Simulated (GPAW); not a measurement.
MnSb:

```
Sb Mn
1.0
     4.15000    0.00000    0.00000
    -2.07500    3.59401    0.00000
     0.00000    0.00000    5.78000
Sb Mn
2 2
Cartesian
  2.0750 1.1980 4.3350
  0.0000 2.3960 1.4450
  0.0000 0.0000 2.8900
  0.0000 0.0000 0.0000
```

Base run:

| Item | Value |
| --- | --- |
| Program | GPAW 26.7.0 |
| Functional | LDA |
| Potentials or basis | the program's PAW data sets (release 1.2.1) made for this functional |
| Cutoff | 450 eV |
| Basis | pw |
| k mesh | 6 × 6 × 4 |
| Occupations | fermi-dirac, width 0.05 eV |
| Spin | collinear spin, ferromagnetic start |
| Starting moments | [0.0, 0.0, 5.0, 5.0] μB |

Its results: band gap on the k mesh none (metal or under the smearing width); pressure -12.1 GPa; net moment 6.51 μB per cell; site moments Sb -0.10; Mn +3.19 μB.

Q: The run is repeated on the same cell with these changes: cutoff from 450 eV to 500 eV. What comes out?

A: Band gap on the k mesh none (metal or under the smearing width); pressure -11.3 GPa; net moment 6.51 μB per cell; site moments Sb -0.10; Mn +3.19 μB.

Caveats: the cutoff is short for stress and forces, so pressures can be off by a GPa or more; only a ferromagnetic start was run, and an antiferromagnetic order may lie lower in energy.

Not every run made on this cell is shown here.
